**Sharing of bonds and the distance between s and p**

In the diamond structure each silicon atom brings four valence electrons to four bonds, and a bond between like atoms lies half on one atom and half on the other. In a simple bond model, this equal sharing sets the energy distance between the s and the p electrons of the solid. It comes out as half of the distance between the 3s and 3p levels of the free atom, because only half of each bond feels whether the orbital on the chosen atom is s or p.

Silicon in the diamond structure, calculated with exciting sodium (all-electron LAPW+lo, WC functional, no spin polarisation or spin-orbit coupling, rgkmax 6.5, 8×8×8 k mesh, Fermi-Dirac smearing of 0.1 eV). Projections cover filled states down to −10.7 eV inside muffin-tin spheres of radius 2 bohr; energies are measured from the valence band top.

| projection name | projection electrons (e) | projection band centre (eV) |
| --- | --- | --- |
| Si1 s | 0.690 | -7.480 |
| Si1 p | 0.950 | -3.170 |
| Si1 d | 0.060 | -3.300 |
| Si2 s | 0.690 | -7.480 |
| Si2 p | 0.950 | -3.170 |
| Si2 d | 0.060 | -3.300 |

The column "projection electrons" counts the electrons in filled states that have s, p or d shape inside a sphere around one atom. "Projection band centre" is their mean energy, measured from the top of the valence band. The two atoms are equivalent by symmetry, so the six rows hold three results. The s electrons lie 4.31 eV below the p electrons, while the few d electrons lie almost level with p.

**Why s lies below p in the solid**

In the free atom 3s lies below 3p because an s electron comes closer to the nucleus and is less well screened from it. It isn't obvious that this order should survive bonding. In the usual sp³ picture every bond is built from the same hybrid, one part s and three parts p. If each bond were a closed unit with one energy of its own, the s and p electrons would have the same mean energy.

Bonds that meet at an atom are not closed units, however. Added with equal signs, the four hybrids of an atom give its pure s orbital; with two signs reversed, they give a p orbital. The four bonds around the atom can be combined in the same ways. Each combination has half its weight in the s or p orbital of the central atom and the other half in one hybrid on each of the four neighbours.

Let ε_s and ε_p be the atomic levels, ε_h the mean energy of a hybrid and V the energy gained by bonding. Between atoms, the model lets each hybrid interact only with its partner in the same bond, so V is the same for every combination. Hybrids on the same atom are coupled too, because s and p differ in energy, and ε_s and ε_p already contain that coupling. The mean energies of the two kinds of combination are then

E_s = ½ε_s + ½ε_h − V

E_p = ½ε_p + ½ε_h − V

E_p − E_s = ½(ε_p − ε_s)

The neighbours' half and the bonding energy are the same in both lines and drop out. What remains is the atomic distance, halved because the electrons spend half their time elsewhere.

For the free silicon atom the distance between 3s and 3p is roughly 6.7 eV at this level of theory, a recalled value. Half of it is 3.35 eV, which is nearly 1 eV short of the calculated distance, or a little over a fifth of it. The estimate has no adjustable constant, and the silicon rows serve only as its test. The printed output lists it with the differences and ratios used here.

The shortfall has at least two plausible causes, though these numbers don't test them. Perfect sp³ bonds would leave one s electron and three p electrons on each atom, whereas the free atom has two of each. Raising an s electron to p costs energy, so the real solid should stop short of the perfect hybrid and keep more s character. The s-type combinations then have more than half their weight on the low s level of the atom, which pulls their centre down and widens the distance to p. The bonding energy may also be larger for s than for p, a difference that the estimate leaves out. Nor is the comparison quite like for like, since the table weighs each state by its charge inside the spheres, whereas the model counts whole orbitals.

The p character of the upper valence band matters in a silicon transistor that conducts by holes. Holes collect at the top of the valence band, and there the symmetry of the crystal excludes s character and leaves mainly p. The band centres are averages over all filled states and don't show this by themselves, but they agree with it: s weight gathers low in the band and p weight higher up. Because p orbitals point along directions, straining the channel makes them unequal and changes how holes move.

**Why d follows p**

The d electrons don't come from a 3d shell of the free atom, where that shell is empty. They make up only 3.5% of the projected charge, and their centre is within 0.2 eV of that of p. Symmetry offers one reason for the company they keep. At a site with four tetrahedral neighbours, three of the five d functions transform in the same way as the p orbitals, so a state that is p-like on an atom readily takes in some d.

Part of this d charge need not belong to the atom's own d orbitals at all. The tail of a neighbour's p orbital reaches into the sphere, and when it is described from the centre of that sphere, some of it has d shape. Such a tail has the energy of the p states from which it comes. Both routes place d near p, and the table doesn't separate them.

**Why the electron counts don't look like sp³**

The three projections add up to 1.70 electrons per atom, although silicon has four valence electrons. The atoms are not ionised. The spheres fill only a quarter of the crystal's volume, and 56% of the valence charge lies between them, where no projection counts it.

The same limit distorts the ratio of p to s. The table has 1.4 p electrons for each s electron, where perfect sp³ bonds would have three. The 3s orbital is more compact than 3p, so a sphere of fixed size catches a larger share of it. If the solid also keeps more s character than perfect sp³ bonds would have, as suggested above, that lowers the ratio too. The table can't separate the two effects, so the ratio is no direct measure of hybridisation.

**What the energy window does to the s rows**

The s rows carry one further distortion, which comes from the settings. States were counted only down to 10.7 eV below the valence top, whereas the valence band of silicon reaches down to roughly 12 eV. At the very bottom of the band the s orbitals of all atoms join in phase, so the cut removes mainly s electrons, and those of lowest energy. The tabulated s count is thus too low and the s centre too high.

The total charge in the spheres indicates the size of the effect. Each sphere holds about 0.07 valence electrons more than the projections account for. If all of these were s electrons placed at the edge of the window, the s centre would fall by about 0.3 eV and the distance to p would grow to 4.6 eV. Their true energies lie lower still, which would add to the shift, but some of the charge may have a shape beyond d, which would reduce it. The order of s and p is safe in either case, and the simple estimate falls somewhat further short than the table suggests.

Output of the analysis:

```
p centre above s centre (eV): 4.31
p centre above d centre (eV): 0.13
estimate of the s-p separation, half the rough atomic splitting (eV): 3.35
table separation less this estimate (eV): 0.96
projected electrons per atom, s + p + d (e): 1.7
projected electrons per cell of 8 valence electrons (e): 3.4
share of the 8 valence electrons that is projected (%): 42.5
share of the 8 valence electrons between the spheres (%): 55.8
share of the cell volume inside the spheres (%): 24.63
p electrons per s electron inside the sphere: 1.377
d share of the projected electrons (%): 3.529
valence electrons in one sphere from the sphere charge (e): 1.768
sphere valence charge missing from the projections, per atom (e): 0.06797
floor of the energy window from the valence top (eV): -10.66
s centre if all missing charge were s at the floor (eV): -7.765
shift of the s centre in that case (eV): -0.2848
s-p separation in that case (eV): 4.595
```
